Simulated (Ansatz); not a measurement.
## TiSi2: two-dimensional strain map

These are results of DFT PBE, scalar-relativistic, plane waves, PAW (Ansatz), not measurements. Settings: plane waves to 420 eV, k-mesh 14×14×14 (Γ-centred), Gaussian smearing 0.15 eV. No spin polarisation. Energies are free energies at this smearing, counted from the undisturbed cell; pressure is positive in compression.

Zero of the scan (relaxed at this level; this form isn't the usual structure):

```
CELL_PARAMETERS angstrom
1.77380 -6.78034 0.00000
1.77380 6.78034 0.00000
0.00000 0.00000 3.57922
ATOMIC_POSITIONS crystal
Ti 0.89682 0.10318 0.75000
Ti 0.10318 0.89682 0.25000
Si 0.55915 0.44085 0.75000
Si 0.44085 0.55915 0.25000
Si 0.24983 0.75017 0.75000
Si 0.75017 0.24983 0.25000
```

The cell is strained by p along both x and y and by q along z, fractional coordinates fixed. Points are written (p, q).

Energy above the undisturbed cell in meV/atom (a dash: not computed):

```csv
p \ q,-0.050,0.000,0.050
-0.050,164.3,78.3,73.3
0.000,38.3,0.0,31.0
0.050,60.3,59.8,118.1
```

Pressure in GPa:

```
 p \ q  -0.050  0.000  0.050
-0.050    29.4   16.6    7.2
 0.000     9.3    0.0   -6.6
 0.050    -3.4  -10.1  -14.7
```